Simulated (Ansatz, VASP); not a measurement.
Two plane-wave programs on Ag

File INCAR:

```
SYSTEM = Ag
  ALGO = Fast
  EDIFF = 1E-6
  ENCUT = 520
  GGA = PS
  ISIF = 2
  ISMEAR = 0
  LASPH = .True.
  LCHARG = .False.
  LREAL = .False.
  LWAVE = .False.
  NBANDS = 12
  NELM = 100
  PREC = Accurate
  SIGMA = 0.1
```

File KPOINTS:

```
k-points
0
Gamma
  18 18 18
  0 0 0
```

POSCAR

```
Ag
1.0
    0.0000000000      2.0427500000      2.0427500000
    2.0427500000      0.0000000000      2.0427500000
    2.0427500000      2.0427500000      0.0000000000
Ag
1
Direct
    0.0000000000      0.0000000000      0.0000000000
```

Input for Ansatz:

```yaml
crystal:
  lattice:
    - [0.0, 2.04275, 2.04275]
    - [2.04275, 0.0, 2.04275]
    - [2.04275, 2.04275, 0.0]
  atoms:
    - { symbol: Ag, position: [0.0, 0.0, 0.0] }
basis:
  ecutwfc: 420
kpoints:
  mp_grid: { grid: [18, 18, 18] }
hamiltonian:
  xc: pbesol
scf:
  occupations: { method: gaussian, width: 0.1 }
output:
  forces: true
  stress: true
  eigenvalues: true
  populations: true
```

Alike in both runs: task single point; functional PBEsol; k mesh 18 × 18 × 18; occupations gaussian, width 0.1 eV; no spin polarisation.

|  | VASP | Ansatz |
| --- | --- | --- |
| version | VASP 6.6.1 | Ansatz 0.2.0 |
| potentials or method | VASP PAW PBE potentials, release 64 (Ag) | scalar-relativistic, plane waves, PAW |
| plane-wave cutoff (eV) | 520 | 420 |
| valence electrons in the cell | 11 | 19 |

```tsv
	VASP	Ansatz	Ansatz less VASP
gap on the k mesh at the Fermi level (eV)	none	none	-
pressure (GPa)	-2.7	-2.6	+0.10
```

A gap of «none» marks a metal or a gap that the smearing closes. The two sets of potentials don't hold the same shells in valence.

Caveats: the PAW data sets were made with another functional, which shifts forces and pressure a little (VASP).
